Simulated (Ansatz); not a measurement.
Runs of Ansatz 0.2.0 on TiSe. It takes space group P4/nmm (No. 129, tetragonal). Conventional cell: a = 4.178 Å, b = 4.178 Å, c = 5.984 Å, α = 90.00°, β = 90.00°, γ = 90.00°. Se (site symmetry 4mm) has 4 Ti at 2.53 Å as nearest neighbours. Ti (site symmetry -4m2) is surrounded by 4 Se at 2.53 Å. The cell comes from a database or a generator and needn't be the stable form of this composition.

| level | gap on the mesh (eV) | pressure (GPa) | relaxed volume (Å³/atom) |
| --- | --- | --- | --- |
| PBEsol+D3(BJ) | none | 0.0 | (a) |
| PBEsol | none | 0.0 | 22.65 |
| PBEsol+D4 | none | 0.0 | 21.25 |
| PBEsol+D3(BJ)-ATM | none | 0.0 | 19.97 |

Alike in all rows: task relaxation of cell and atoms; potentials or basis Ansatz PAW; no spin polarisation; cell relaxed; k mesh 7 × 7 × 5; cutoff (eV) 420; smearing fermi-dirac 0.05 eV.

Estimate the missing entries.

(a) 19.72.

Caveats: the plane-wave basis is chosen anew once the cell has moved, so the energies of steps on either side of that aren't comparable; the PAW data sets come from PBE, with cores solved anew for the run's functional, which leaves a small shift of forces and pressure; the volume moved by over 15 % at a fixed basis, so the end points are rough (some runs); this functional lacks dispersion, which binds the layers, so the pressure and a relaxed spacing across them are unreliable (some runs).

A k mesh can miss the band edges, and the runs leave out spin-orbit coupling on Se.

A gap of «none» marks a metal or a gap under the smearing width.
